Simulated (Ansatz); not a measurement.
# Static equation of state of random fluorite-type alloy of CaF2 and CdF2 (96 atoms)

The cell holds 96 atoms: 28 Cd, 64 F and 4 Ca. Cell: a = 10.793 Å, b = 10.793 Å, c = 10.792 Å, α = 90.0°, β = 90.0°, γ = 90.0°. It derives from CaF2 (fluorite-type) and CdF2, repeated 2×2×2. The starting structure: Fluorite-type CaF2, 2 x 2 x 2 conventional cells, 28 of 32 Ca sites given to Cd at random (x = 0.875), lattice by Vegard's rule (a = 5.399 Å); every coordinate displaced by a Gaussian of 0.09 Å.

Calculated with Ansatz 0.2.0: Kohn-Sham DFT, r2SCAN, PAW (set soft_2), plane waves; cutoff 500 eV, Γ point, fermi-dirac smearing of 0.025 eV. Cell and atoms were relaxed first, to V0 = 13.095 Å³ an atom at a residual P0 = -0.006 GPa. The cell was then scaled evenly, and the atoms were relaxed at each volume.

| volume (Å³/atom) | pressure (GPa) |
| --- | --- |
| 11.785 | 14.82 |
| 12.309 | ? |
| 12.702 | 3.586 |
| 13.487 | -3.030 |
| 13.880 | -5.572 |

Task: Fit the third-order Birch–Murnaghan equation to the rows given and interpolate to the withheld row.

**Working.**

Take the Eulerian strain f = ½[(V0/V)^(2/3) − 1] and the normalised pressure F = (P − P0) / [3f(1 + 2f)^(5/2)]. The third-order Birch–Murnaghan equation is then the line F = B0 + (3/2)B0(B′ − 4) f, so u = f and v = F.

| u = f | v = F (GPa) |
| --- | --- |
| 0.0363832 | 113.946 |
| 0.0102569 | 110.937 |
| -0.00975650 | 108.551 |
| -0.0190505 | 107.335 |

With n = 4: mean u = 0.00445828, mean v = 110.192, Σ(u − ū)² = 0.0018075, Σ(u − ū)(v − v̄) = 0.21465. Slope b = 0.21465 / 0.0018075 = 118.75; intercept a = v̄ − b ū = 109.66.

So B0 = a = 110 GPa and B′ = 4 + 2b/(3a) = 4.72. At the withheld volume f = 0.02106, F = a + b f = 112.2 GPa, and P = P0 + 3f(1 + 2f)^(5/2) F.

Prediction at 12.309: 7.849 GPa. The run gave 7.858 GPa, so the fit is low by 0.0089 GPa (0.11 % of the value).

B′ = 4.7 lies in the range of 3 to 6 that is common for dense crystals. Among the rows given, the largest miss of the fit is at 11.785, by 0.0049 GPa (0.024 % of the range of the table).

Limits: Static cells at zero temperature; the cell shape is held. The program notes that the SCF threshold of these relaxations is loose for the stress. Only the Γ point is sampled, in a cell whose shortest periodic width is 11 Å.

[Hosts, paths, dates, database ids (printed as entryN), source tags and the programs' standing remarks are cut or masked in the printed files.]
